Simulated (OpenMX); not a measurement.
## Sn in OpenMX: the effect of volume scale

Crystal: Sn.

```
Sn
1.0
    -1.81561    1.81561    1.81561
     1.81561   -1.81561    1.81561
     1.81561    1.81561   -1.81561
Sn
1
Direct
  0.00000 0.00000 0.00000
```

This isn't the form of Sn at room conditions, which is tetragonal (white tin).

Alike in all runs:

- Program: OpenMX 3.8.5
- Task: single point
- Functional: PBE
- Potentials or basis: OpenMX 2013 PBE set, Sn7.0-s3p2d2, grid cutoff 500 Ry
- k mesh: 7 × 7 × 7
- Occupations: fermi-dirac, width 0.05 eV
- Spin: no spin polarisation

| volume scale | pressure (GPa) |
| --- | --- |
| 0.88 | 12.1 |
| 0.92 | 3.9 |
| 0.96 | 0.5 |
| 1 | ? |
| 1.04 | -13.3 |
| 1.08 | -10.5 |

Question: What does the run with volume scale 1 give?

Answer: Pressure -7.1 GPa.

Worked out: A parabola through the other rows of the pressure, of slope -104 GPa per unit of volume scale there, gives -6.9 GPa, against the run's -7.1.

Caveats: the pressure doesn't fall as the volume grows, so the stress is unreliable here; the basis of atomic orbitals isn't converged, which shifts pressures, moduli and gaps.
